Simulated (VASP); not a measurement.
A run of VASP 6.6.1 is set up as follows.

The input INCAR:

```
SYSTEM = CaSe
PREC     = Accurate       ! precision mode
ENCUT    = 520            ! plane-wave cutoff, eV
EDIFF    = 1E-6           ! SCF threshold, eV
ISMEAR   = 0              ! smearing method
SIGMA    = 0.1            ! smearing width, eV
LREAL    = .False.        ! projectors in reciprocal space
LASPH    = .True.         ! aspherical terms in the spheres
NELM     = 100            ! most SCF steps
ALGO     = Normal         ! electronic algorithm
ISIF     = 2              ! what is computed and relaxed
LWAVE    = .False.        ! write WAVECAR
LCHARG   = .True.         ! write CHGCAR
GGA      = PE             ! functional
LELF     = .True.         ! ELF
LVHAR    = .True.       
NBANDS   = 15             ! bands
```

File KPOINTS:

```
regular mesh
0
Gamma
  8 8 8
  0 0 0
```

The input POSCAR:

```
CaSe
1.0
    0.0000000000      2.9560000000      2.9560000000
    2.9560000000      0.0000000000      2.9560000000
    2.9560000000      2.9560000000      0.0000000000
Se Ca
1 1
Direct
    0.5000000000      0.5000000000      0.5000000000
    0.0000000000      0.0000000000      0.0000000000
```

Potentials or basis: VASP PAW PBE potentials, release 64 (Se, Ca_sv).

Launch:

```bash
$ cat potpaw_PBE.64/Se/POTCAR potpaw_PBE.64/Ca_sv/POTCAR > POTCAR
$ mpirun -np 1 vasp_std > vasp.out
```

(1) What does it give for the band gap on the k mesh?

(2) What does it give for the pressure?

## Answers

(1) 2.02 eV, indirect (least direct gap 2.96 eV).

(2) 1.3 GPa.

**Measured values to compare with.**

From a printed reference work, monograph, original work of 1988, for a bulk crystal of CaSe at 2 K: band gap 3.85 eV (indirect).

Measured gap of CaSe: 3.85 eV (indirect; 2 K; a printed reference work, monograph, original work of 1988). This calculation gives 2.02 eV (-1.83 eV). Spin-orbit coupling on Se is left out. The value is that of PBE on a finite k mesh, which can miss the band edges, without temperature or zero-point motion. Semilocal functionals fall short of measured gaps as a rule.
